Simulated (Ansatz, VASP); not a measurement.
**In: VASP beside Ansatz**

Contents of run.py:

```python
from ase import Atoms
from ase.calculators.vasp import Vasp
from ase.dft.bandgap import bandgap

atoms = Atoms(
    ['In'],
    cell=[[-1.62547, 1.62547, 2.4737], [1.62547, -1.62547, 2.4737], [1.62547, 1.62547, -2.4737]],
    scaled_positions=[[0.0, 0.0, 0.0]],
    pbc=True,
)
calc = Vasp(
    directory='calc',
    xc='pbe',
    pp='PBE',
    setups='recommended',
    pp_version='54',
    prec='Accurate',
    encut=520,
    ediff=1e-06,
    ismear=0,
    sigma=0.05,
    lreal=False,
    lasph=True,
    nelm=100,
    algo='Fast',
    isif=2,
    lwave=False,
    lcharg=True,
    lelf=True,
    lvhar=True,
    kpts=[11, 11, 11],
    gamma=True,
    nbands=12,
)
atoms.calc = calc

print('energy (eV):', atoms.get_potential_energy())
print('free energy (eV):', atoms.get_potential_energy(force_consistent=True))
print('forces (eV/A):')
print(atoms.get_forces())
print('stress (eV/A^3, Voigt):', atoms.get_stress())
print('Fermi level (eV):', calc.get_fermi_level())
gap, top, bottom = bandgap(calc)
print('band gap (eV):', gap, 'from (spin, k, band)', top, 'to', bottom)
```

File input.yaml:

```yaml
crystal:
  lattice:
    - [-1.62547, 1.62547, 2.4737]
    - [1.62547, -1.62547, 2.4737]
    - [1.62547, 1.62547, -2.4737]
  atoms:
    - { symbol: In, position: [0.0, 0.0, 0.0] }
hamiltonian:
  xc: pbe
  pseudopotentials: { kind: paw }
kpoints:
  mp_grid: { grid: [11, 11, 11] }
scf:
  occupations: { method: gaussian, width: 0.05 }
output:
  forces: true
  stress: true
  eigenvalues: true
```

Alike in both runs: task single point; functional PBE; k mesh 11 × 11 × 11; occupations gaussian, width 0.05 eV; no spin polarisation.

|  | VASP | Ansatz |
| --- | --- | --- |
| version | VASP 6.6.1 | Ansatz 0.2.0 |
| potentials or method | VASP PAW PBE potentials, release 54 (In_d) | Ansatz PAW |
| plane-wave cutoff (eV) | 520 | 420 |
| valence electrons in the cell | 13 | 13 |

VASP gave:

* gap on the k mesh at the Fermi level (eV): none
* pressure (GPa): 1.9
* largest component of the traceless stress (GPa): 0.38

Task: Which values does Ansatz return?

Result: gap on the k mesh at the Fermi level (eV): none; pressure (GPa): 2.0; largest component of the traceless stress (GPa): 0.38.

A gap of «none» marks a metal or a gap that the smearing closes. With one functional, cell and mesh, what is left measures potentials, basis and numerics.
